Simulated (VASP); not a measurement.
# Rh (Fm-3m) in VASP: notebook

One crystal, Rh, is run at these levels: PBEsol, RPBE; tasks: relaxation of cell and atoms.

Everything below comes from runs of VASP 6.6.1. Logs are shortened: lines on timing, memory, paths and dates and some standing lists are left out, and cuts for length are marked.

### Step 1. The structure

Symmetry: Fm-3m, No. 225, cubic system. Conventional cell: a = 3.806 Å, b = 3.806 Å, c = 3.806 Å, α = 90.00°, β = 90.00°, γ = 90.00°. Rh (site symmetry m-3m) has 12 Rh at 2.69 Å as nearest neighbours.

### Step 2. Relaxation of cell and atoms, PBEsol

File INCAR:

```
ALGO = Fast
EDIFF = 1E-7
EDIFFG = -0.005
ENCUT = 480
GGA = PS
IBRION = 2
ISIF = 3
ISMEAR = 0
LASPH = T
LCHARG = F
LREAL = F
LWAVE = F
NELM = 60
NSW = 90
PREC = Accurate
SIGMA = 0.1
```

File KPOINTS:

```
k-points
0
Gamma
  18 18 18
```

File POSCAR:

```
Rh
1.0
    0.0000000000      1.9029860900      1.9029860900
    1.9029860900      0.0000000000      1.9029860900
    1.9029860900      1.9029860900      0.0000000000
Rh
1
Direct
    0.0000000000      0.0000000000      0.0000000000
```

Potentials or basis: VASP PAW PBE potentials, release 64 (Rh_pv).

On the command line:

```console
> cat potpaw_PBE.64/Rh_pv/POTCAR > POTCAR
> mpirun -np 1 vasp_std > vasp.out
```

OUTCAR:

```text
EDIFF = 1E-7
   EDIFFG = -0.005
   ENCUT = 480
   GGA = PS
   IBRION = 2
   ISIF = 3
   ISMEAR = 0
   LASPH = T
   LREAL = F
   NELM = 60
   NSW = 90
   PREC = Accurate

 ion  position               nearest neighbor table
   1  0.000  0.000  0.000-

  LATTYP: Found a face centered cubic cell.
 ALAT       =     3.8059721800

  Lattice vectors:

 A1 = (   0.0000000000,   1.9029860900,   1.9029860900)
 A2 = (   1.9029860900,   0.0000000000,   1.9029860900)
 A3 = (   1.9029860900,   1.9029860900,   0.0000000000)

Analysis of symmetry for initial positions (statically):
=====================================================================
 Subroutine PRICEL returns:
 Original cell was already a primitive cell.

 Routine SETGRP: Setting up the symmetry group for a
 face centered cubic supercell.

 Subroutine GETGRP returns: Found 48 space group operations
 (whereof 48 operations were pure point group operations)
 out of a pool of 48 trial point group operations.

The static configuration has the point symmetry O_h .

Analysis of symmetry for dynamics (positions and initial velocities):
=====================================================================
 Subroutine PRICEL returns:
 Original cell was already a primitive cell.

 Routine SETGRP: Setting up the symmetry group for a
 face centered cubic supercell.

 Subroutine GETGRP returns: Found 48 space group operations
 (whereof 48 operations were pure point group operations)
 out of a pool of 48 trial point group operations.

The dynamic configuration has the point symmetry O_h .

 Subroutine INISYM returns: Found 48 space group operations
 (whereof 48 operations are pure point group operations),
 and found     1 'primitive' translations

----------------------------------------------------------------------------------------

                                     Primitive cell

  volume of cell :      13.7828

  direct lattice vectors                    reciprocal lattice vectors
     0.000000000  1.902986090  1.902986090    -0.262744958  0.262744958  0.262744958
     1.902986090  0.000000000  1.902986090     0.262744958 -0.262744958  0.262744958
     1.902986090  1.902986090  0.000000000     0.262744958  0.262744958 -0.262744958

  length of vectors
     2.691228737  2.691228737  2.691228737     0.455087616  0.455087616  0.455087616

  position of ions in fractional coordinates (direct lattice)
     0.000000000  0.000000000  0.000000000

  ion indices of the primitive-cell ions
   primitive index   ion index
                 1           1

----------------------------------------------------------------------------------------

 KPOINTS: k-points

Automatic generation of k-mesh.
 Grid dimensions read from file:
 generate k-points for:   18   18   18

 Generating k-lattice:

  Cartesian coordinates                     Fractional coordinates (reciprocal lattice)
    -0.014596942  0.014596942  0.014596942     0.055555556  0.000000000  0.000000000
     0.014596942 -0.014596942  0.014596942     0.000000000  0.055555556  0.000000000
     0.014596942  0.014596942 -0.014596942     0.000000000  0.000000000  0.055555556

  Length of vectors
     0.025282645  0.025282645  0.025282645

  Shift w.r.t. Gamma in fractional coordinates (k-lattice)
     0.000000000  0.000000000  0.000000000

 Subroutine IBZKPT returns following result:
 ===========================================

 Found    195 irreducible k-points:

 Following reciprocal coordinates:
            Coordinates               Weight
  0.000000  0.000000  0.000000      1.000000
  0.055556  0.000000  0.000000      8.000000
  0.111111  0.000000  0.000000      8.000000
  0.166667  0.000000  0.000000      8.000000
  0.222222  0.000000  0.000000      8.000000
  0.277778  0.000000  0.000000      8.000000
[... 16 lines left out ...]
 -0.277778  0.055556  0.000000     24.000000
 -0.222222  0.055556  0.000000     24.000000
 [... further k-points ...]
   k-points           NKPTS =    195   k-points in BZ     NKDIM =    195   number of bands    NBANDS=     11
   number of dos      NEDOS =    301   number of ions     NIONS =      1
   total plane-waves  NPLWV =   8000
   dimension x,y,z NGX =    20 NGY =   20 NGZ =   20
   dimension x,y,z NGXF=    40 NGYF=   40 NGZF=   40
   ions per type =               1
   NGX,Y,Z   is equivalent  to a cutoff of  12.35, 12.35, 12.35 a.u.
   NGXF,Y,Z  is equivalent  to a cutoff of  24.71, 24.71, 24.71 a.u.
 SYSTEM =  unknown system
   PREC   = accura    normal or accurate (medium, high low for compatibility)
   ISTART =      0    job   : 0-new  1-cont  2-samecut
   ICHARG =      2    charge: 1-file 2-atom 10-const
   ISPIN  =      1    spin polarized calculation?
   LNONCOLLINEAR =      F non collinear calculations
   LSORBIT =      F    spin-orbit coupling
   LASPH  =      T    aspherical Exc in radial PAW
   ENCUT  =  480.0 eV  35.28 Ry    5.94 a.u.   4.81  4.81  4.81*2*pi/ulx,y,z
   NELM   =     60;   NELMIN=  2; NELMDL= -5     # of ELM steps
   EDIFF  = 0.1E-06   stopping-criterion for ELM
   LREAL  =      F    real-space projection
   EDIFFG = -.5E-02   stopping-criterion for IOM
   NSW    =     90    number of steps for IOM
   IBRION =      2    ionic relax: 0-MD 1-quasi-New 2-CG
   NFREE  =      1    steps in history (QN), initial steepest desc. (CG)
   ISIF   =      3    stress and relaxation
   ISYM   =      2    0-nonsym 1-usesym 2-fastsym
   POTIM  = 0.5000    time-step for ionic-motion
   TEBEG  =    0.0;   TEEND  =   0.0 temperature during run
   PSTRESS=    0.0 pullay stress
   NELECT =      15.0000    total number of electrons
   NUPDOWN=      -1.0000    fix difference up-down
   EMIN   =  10.00;   EMAX   =-10.00  energy-range for DOS
   EFERMI =   0.00;   METHOD = LEGACY
   ISMEAR =     0;   SIGMA  =   0.10  broadening in eV -4-tet -1-fermi 0-gaus
   EFERMI_NEDOS =   21; number of points for ismear=-14 and -15
   IALGO  =     68    algorithm
   IMIX   =      4    mixing-type and parameters
     AMIX     =   0.40;   BMIX     =  1.00
     AMIX_MAG =   1.60;   BMIX_MAG =  1.00
  volume/ion in A,a.u.               =      13.78        93.01
  Fermi-wavevector in a.u.,A,eV,Ry     =   1.683939  3.182183 38.581359  2.835650
  Thomas-Fermi vector in A             =   2.767050
   LORBIT       =      0    0 simple, 1 ext, 2 COOP (PROOUT), +10 PAW based schemes
   GGA     = PS    functional components
   LHFCALC =     F    Hartree Fock is set to
   AEXX    =    0.0000 exact exchange contribution
   IVDW    =     0    specifies the selected vdW correction
   LEPSILON=     F    determine dielectric tensor
   LRPA    =     F    only Hartree local field effects (RPA)
 conjugate gradient relaxation of ions
 non-spin polarized calculation
 RMM-DIIS sequential band-by-band and
 Gauss-broadening in eV      SIGMA  =   0.10
  energy-cutoff  :      480.00
  volume of cell :       13.78
 maximum number of plane-waves:       342
   NGX =  9   NGY =  9   NGZ =  9

--------------------------------------- Ionic step        1  -------------------------------------------

 number of electron      15.0000007 magnetization

 Free energy of the ion-electron system (eV)
  ---------------------------------------------------
  ext. energy  EPLUGINS =         0.00000000
  ---------------------------------------------------
  free energy    TOTEN  =        -8.13599426 eV

  energy without entropy =       -8.12916691  energy(sigma->0) =       -8.13258059

------------------------ aborting loop because EDIFF is reached ----------------------------------------

  FORCE on cell =-STRESS in cart. coord.  units (eV):
  Direction    XX          YY          ZZ          XY          YZ          ZX
  --------------------------------------------------------------------------------------
  -------------------------------------------------------------------------------------
  Total       -0.4968743     -0.4968743     -0.4968743      0.0000000     -0.0000000      0.0000000
  in kB      -57.7590766    -57.7590766    -57.7590766      0.0000000     -0.0000000      0.0000000
  external PRESSURE =     -57.7590766 kB  Pullay stress =       0.0000000 kB
[... 90 lines left out ...]
  energy  without entropy=       -8.1345699255  energy(sigma->0) =       -8.13786696

--------------------------------------- Ionic step        4  -------------------------------------------

 number of electron      15.0000006 magnetization

 Free energy of the ion-electron system (eV)
  ---------------------------------------------------
  ext. energy  EPLUGINS =         0.00000000
  ---------------------------------------------------
  free energy    TOTEN  =        -8.14116660 eV

  energy without entropy =       -8.13457709  energy(sigma->0) =       -8.13787185

 E-fermi :  12.0970     XC(G=0): -14.3356

 val. band max:       12.0902836755   @ k =   0.5000   0.2222   0.1111
 cond. band min:      12.0998847311   @ k =   0.5000   0.3889   0.0556
 fundamental gap:      0.0096010555
 Fermi energy:        12.0970020918

 k-point     1 :       0.0000    0.0000    0.0000
  band No.  band energies     occupation
      1     -34.2810      2.00000
      2     -34.2810      2.00000
      3     -34.2810      2.00000
      4       3.9009      2.00000
      5       8.9034      2.00000
      6       8.9034      2.00000
      7       8.9034      2.00000
      8      11.0761      2.00000
      9      11.0761      2.00000
     10      28.0093      0.00000
     11      33.5627      0.00000
[... 309 lines left out ...]
 k-point    24 :      -0.2222    0.0556    0.0000
  band No.  band energies     occupation
      1     -34.6600      2.00000
      2     -34.3581      2.00000
      3     -34.3240      2.00000
      4       5.7624      2.00000
      5       8.5429      2.00000
      6       9.3084      2.00000
      7       9.3632      2.00000
      8      10.8686      2.00000
      9      11.5738      2.00000
     10      27.6214      0.00000
     11      29.8114      0.00000

 [... further k-points ...]

------------------------ aborting loop because EDIFF is reached ----------------------------------------

  FORCE on cell =-STRESS in cart. coord.  units (eV):
  Direction    XX          YY          ZZ          XY          YZ          ZX
  --------------------------------------------------------------------------------------
  -------------------------------------------------------------------------------------
  Total       -0.0008793     -0.0008793     -0.0008793     -0.0000000      0.0000000     -0.0000000
  in kB       -0.1043330     -0.1043330     -0.1043330     -0.0000000      0.0000000     -0.0000000
  external PRESSURE =      -0.1043330 kB  Pullay stress =       0.0000000 kB
[... 16 lines left out ...]
  FREE ENERGIE OF THE ION-ELECTRON SYSTEM (eV)
  ---------------------------------------------------
  free  energy   TOTEN  =        -8.1411666003 eV

  energy  without entropy=       -8.1345770933  energy(sigma->0) =       -8.13787185

 reached required accuracy - stopping structural energy minimisation
```

Run time: 34 s. Hardware: 1 thread of Intel Xeon 6975P-C (Granite Rapids), shared host; peak memory 0.15 GiB.

Results:

- Free energy: -8.1412 eV
- Relaxed volume: 13.50 Å³/atom
- Relaxed cell: a = 2.673 Å, b = 2.673 Å, c = 2.673 Å, α = 60.00°, β = 60.00°, γ = 60.00°
- Space group after relaxing (to 0.05 Å): Fm-3m (No. 225)
- Energy gained by relaxing: 5.2 meV/atom
- Ionic steps: 4
- Pressure after relaxing: 0.0 GPa
- Band gap on the k mesh: none (metal or under the smearing width)

The path:
| step | energy change (eV) | largest force (eV/Å) | pressure (GPa) | volume (Å³) |
| --- | --- | --- | --- | --- |
| 1 | 0.0000 | 0.0000 | -5.78 | 13.78 |
| 2 | 0.0306 | 0.0000 | 17.56 | 12.82 |
| 3 | -0.0052 | 0.0000 | -0.12 | 13.51 |
| 4 | -0.0052 | 0.0000 | -0.01 | 13.50 |

Final structure:
```
Rh
1.0
     0.00000    1.89000    1.89000
     1.89000    0.00000    1.89000
     1.89000    1.89000    0.00000
Rh
1
Cartesian
  1.8900 3.7800 1.8900
```

Levels at points of the mesh, in eV from the Fermi level:
| k point | band 5 | band 6 | band 7 | band 8 | band 9 | band 10 |
| --- | --- | --- | --- | --- | --- | --- |
| (0.00, 0.00, 0.00) | -3.19 | -3.19 | -3.19 | -1.02 | -1.02 | 15.91 |
| (0.50, 0.00, 0.00) | -3.27 | -3.27 | 0.59 | 0.59 | 0.62 | 8.77 |
| (0.50, 0.50, 0.00) | -6.15 | 0.57 | 1.01 | 1.01 | 3.19 | 12.45 |

Caveat: the PAW data sets were made with another functional, which shifts forces and pressure a little.

### Step 3. Relaxation of cell and atoms, RPBE

Edit INCAR of step 2 so:

```diff
@@ -3,4 +3,4 @@
 EDIFFG = -0.005
-ENCUT = 480
-GGA = PS
+ENCUT = 600
+GGA = RP
 IBRION = 2
```

KPOINTS is that of step 2.

POSCAR is that of step 2.

Potentials or basis: VASP PAW PBE potentials, release 64 (Rh_pv).

On the command line:

```console
> cat potpaw_PBE.64/Rh_pv/POTCAR > POTCAR
> mpirun -np 1 vasp_std > vasp.out
```

It took 42 s on 1 thread of Intel Xeon 6975P-C (Granite Rapids), shared host; peak memory 0.17 GiB.

Results (log left out):

* Free energy: -6.6188 eV
* Relaxed volume: 14.31 Å³/atom
* Relaxed cell: a = 2.725 Å, b = 2.725 Å, c = 2.725 Å, α = 60.00°, β = 60.00°, γ = 60.00°
* Space group after relaxing (to 0.05 Å): Fm-3m (No. 225)
* Energy gained by relaxing: 15.3 meV/atom
* Ionic steps: 4
* Pressure after relaxing: -0.1 GPa
* Band gap on the k mesh: none (metal or under the smearing width)

Step by step:
```tsv
step	energy change (eV)	largest force (eV/Å)	pressure (GPa)	volume (Å³)
1	0.0000	0.0000	9.71	13.78
2	0.0492	0.0000	-15.59	15.52
3	-0.0153	0.0000	-0.23	14.32
4	-0.0153	0.0000	-0.05	14.31
```

Final structure:
```
Rh
1.0
     0.00000    1.92676    1.92676
     1.92676    0.00000    1.92676
     1.92676    1.92676    0.00000
Rh
1
Direct
  0.00000 0.00000 0.00000
```

Levels at points of the mesh, in eV from the Fermi level:
```tsv
k point	band 3	band 4	band 5	band 6	band 7	band 8	band 9	band 10	band 11
(0.00, 0.00, 0.00)	-46.32	-7.63	-2.89	-2.89	-2.89	-0.94	-0.94	16.02	21.28
(0.50, 0.00, 0.00)	-46.41	-5.78	-2.96	-2.96	0.52	0.52	0.80	8.27	15.51
(0.50, 0.50, 0.00)	-46.55	-5.94	-5.59	0.49	0.91	0.91	3.25	11.80	13.13
```

Caveat: the PAW data sets were made with another functional, which shifts forces and pressure a little.
